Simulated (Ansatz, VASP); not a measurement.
## Two plane-wave programs on Ir

```
CELL_PARAMETERS angstrom
12.23846 0.00000 0.00000
0.00000 2.23343 0.00000
0.00000 0.00000 7.19300
ATOMIC_POSITIONS crystal
Ir 0.25000 0.00000 0.16399
Ir 0.75000 0.00000 0.83601
```

This isn't the form of Ir at room conditions, which is fcc.

Alike in both runs: task single point; functional PBEsol; k mesh 1 × 5 × 2; occupations fermi-dirac, width 0.1 eV; no spin polarisation.

```csv
,VASP,Ansatz
version,VASP 6.6.1,Ansatz 0.2.0
potentials or method,"VASP PAW PBE potentials, release 64 (Ir)","plane waves, PAW"
plane-wave cutoff (eV),520,420
valence electrons in the cell,18,34
```

|  | VASP | Ansatz | Ansatz less VASP |
| --- | --- | --- | --- |
| pressure (GPa) | -0.1 | -0.1 | +0.02 |
| largest component of the traceless stress (GPa) | 0.11 | 0.09 | -0.022 |

The functional is the same, so the differences come from potentials, cutoffs and numerics. The two sets of potentials don't hold the same shells in valence.

Caveats: the k mesh is coarse (spacing up to 0.56 Å⁻¹), so the values aren't converged; the PAW data sets were made with another functional, which shifts forces and pressure a little (VASP). The runs have no spin-orbit coupling, so splittings on Ir are missing.
